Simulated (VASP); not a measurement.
Input of a VASP 6.6.1 run:

File INCAR:

```
SYSTEM = Tl
ALGO = Fast ; EDIFF = 1E-8
ENCUT = 520 ; GGA = PE
ISIF = 2 ; ISMEAR = -1
LASPH = .True. ; LCHARG = .False.
LEFG = .True. ; LREAL = .False.
LWAVE = .False. ; NBANDS = 20
NELM = 100 ; PREC = Accurate
SIGMA = 0.05
```

KPOINTS

```
k-points
0
Gamma
  11 11 6
  0 0 0
```

The input POSCAR:

```
Tl
1.0
    3.4902183875      0.0000000000      0.0000000000
   -1.7451091938      3.0226177884      0.0000000000
    0.0000000000      0.0000000000      5.5797065281
Tl
2
Direct
    0.3333333333      0.6666666667      0.2500000000
    0.6666666667      0.3333333333      0.7500000000
```

Potentials or basis: VASP PAW PBE potentials, release 64 (Tl_d).

Launch:

```console
$ cat potpaw_PBE.64/Tl_d/POTCAR > POTCAR
$ mpirun -np 1 vasp_std > vasp.out
```

**Question.** What does it give for the band gap on the k mesh?

**Answer.** None (metal or under the smearing width).

**Question.** What does it give for the pressure?

**Answer.** 2.0 GPa.

Electric field gradients, principal values (V/Å²):
| atom | Vxx | Vyy | Vzz |
| --- | --- | --- | --- |
| 1 Tl | 10.681 | 10.682 | -21.363 |
| 2 Tl | 10.681 | 10.682 | -21.363 |

Spin-orbit coupling is left out, which matters for the levels of Tl.
